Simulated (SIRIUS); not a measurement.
**FeO (Wuestite) under changes of volume**

One of the cells (10.013 Å³/atom); the others are scaled copies at fixed shape and fractional positions:

```
Fe O
1.0
     0.00000    2.15540    2.15540
     2.15540    0.00000    2.15540
     2.15540    2.15540    0.00000
Fe O
1 1
Direct
  0.00000 0.00000 0.00000
  0.50000 0.50000 0.50000
```

| Quantity | Value |
| --- | --- |
| Program | SIRIUS 7.12.0 |
| Functional | PBEsol |
| Potentials or basis | PseudoDojo 0.4.1 PBEsol standard (scalar relativistic) |
| Cutoff | 1228 eV |
| Density cutoff | 4912 eV |
| k mesh | 11 × 11 × 11 |
| Occupations | fermi-dirac, width 0.05 eV |
| Spin | collinear spin, ferromagnetic start |
| Starting moments | [3.0, 0.0] μB |

| volume (Å³/atom) | energy over the lowest point (meV/atom) | pressure (GPa) |
| --- | --- | --- |
| 9.413 | 0.63 | 2.8 |
| 9.613 | 0.00 | -1.7 |
| 9.813 | 4.64 | -5.7 |
| 10.013 | 13.97 | -9.2 |
| 10.214 | ? | ? |
| 10.414 | 44.71 | -15.2 |
| 10.614 | 65.28 | -17.7 |

Q: What does the run at 10.214 Å³/atom give?

A: Energy over the lowest point 27.47 meV/atom; pressure -12.3 GPa.

Worked out: A Birch-Murnaghan fit of order 3 (a polynomial in V^(-2/3)) to the other rows has its minimum at 9.53 Å³/atom with B0 = V·E''(V) = 209 GPa and B' = 4.4. It gives 27.51 meV/atom at 10.214 Å³/atom, against the run's 27.47, and -dE/dV = -12.4 GPa, against -12.3.

Energies are extrapolated to zero smearing.

Caveats: a cell with one magnetic atom can't hold antiferromagnetic order, which such compounds often take.
